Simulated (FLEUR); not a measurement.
## ZrSe2 under changes of volume

One of the cells (25.784 Å³/atom); the others are scaled copies at fixed shape and fractional positions:

```xyz
3
Lattice="3.7980 0.0000 0.0000 -1.8990 3.2892 0.0000 0.0000 0.0000 6.1920" Properties=species:S:1:pos:R:3 pbc="T T T"
Zr    0.0000    0.0000    0.0000
Se    1.8990    1.0964    4.6440
Se    0.0000    2.1928    1.5480
```

| Quantity | Value |
| --- | --- |
| Program | FLEUR MaX-R8.1 (later development tree) |
| Functional | RPBE |
| Potentials or basis | all-electron |
| Basis | FLAPW |
| Kmax | 4.69 1/bohr |
| k mesh | 8 × 8 × 5 |
| Occupations | fermi-dirac, width 0.05 eV |
| Spin | no spin polarisation |

| volume (Å³/atom) | energy over the lowest point (meV/atom) | gap on the mesh (eV) |
| --- | --- | --- |
| 24.237 | 80.94 | 0.47 |
| 24.753 | 52.66 | 0.50 |
| 25.784 | 15.55 | 0.55 |
| 26.815 | ? | ? |
| 27.331 | 0.00 | 0.62 |

Q: What does the run at 26.815 Å³/atom give?

A: Energy over the lowest point 0.52 meV/atom; gap on the mesh 0.60 eV.

Worked out: A Birch-Murnaghan fit of order 2 (a polynomial in V^(-2/3)) to the other rows has its minimum at 27.13 Å³/atom with B0 = V·E''(V) = 70 GPa at fixed shape and positions, which overstates the stiffness. It gives 0.49 meV/atom at 26.815 Å³/atom, against the run's 0.52. A straight line through the other rows of the gap, of slope 1.24 eV per unit of ln V, gives 0.60 eV, against the run's 0.60.

Energies are extrapolated to zero smearing.

Caveats: an odd mesh through Γ misses points on the zone boundary, where band edges often lie; this functional lacks dispersion, which binds the layers, so the pressure and a relaxed spacing across them are unreliable. Spin-orbit coupling on Se, Zr is left out.
